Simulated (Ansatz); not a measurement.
WSe2, DFT, PBE, PAW with Ansatz's default frozen-core files, scalar-relativistic (Ansatz 0.2.0), run on 2 threads of Arm Neoverse V2 on a shared host.

The cell is COD entry 9009146, as deposited and not checked against the literature; nothing was relaxed. The listed cell was then made from it by scaling, straining or moving an atom.

Command: `ansatz run input.yaml --threads 2 --pin off --max-ram 6144MiB --backend cpu --events-out ev --progress --plain --runs-dir out`

```yaml
crystal:
  lattice:
    - [3.2899984505, 0.0, 0.0]
    - [-1.6449992252, 2.8492222365, 0.0]
    - [0.0, 0.0, 13.3591]
  atoms:
    - { symbol: W, position: [0.3333333333, 0.6666666667, 0.25] }
    - { symbol: W, position: [0.6666666667, 0.3333333333, 0.75] }
    - { symbol: Se, position: [0.3333333333, 0.6666666667, 0.621] }
    - { symbol: Se, position: [0.6666666667, 0.3333333333, 0.121] }
    - { symbol: Se, position: [0.3333333333, 0.6666666667, 0.879] }
    - { symbol: Se, position: [0.6666666667, 0.3333333333, 0.379] }
kpoints:
  mp_grid: { grid: [11, 11, 3] }
scf:
  occupations: { method: fermi_dirac, width: 0.08 }
hamiltonian:
  xc: pbe
  pseudopotentials: { kind: paw }
output:
  forces: true
  stress: true
  eigenvalues: true
  efg: { contact_densities: true }
  write_density: true
  write_potential: true
  elf: true
  volumetric_format: npy
```

How large is the problem that the program sets up?

32 irreducible k-points, 2493 plane waves at Γ, 56 bands.

About how long does it take, and how much memory does it use?

8.7 s of wall time for 7 SCF iterations, with a peak of 0.57 GiB. Times on shared machines scatter by tens of per cent.

And the same cell and mesh by crystal-made all-electron datasets, asked for forces, stress, eigenvalues, efg, on the same hardware?

27 s, peak memory 1.1 GiB.
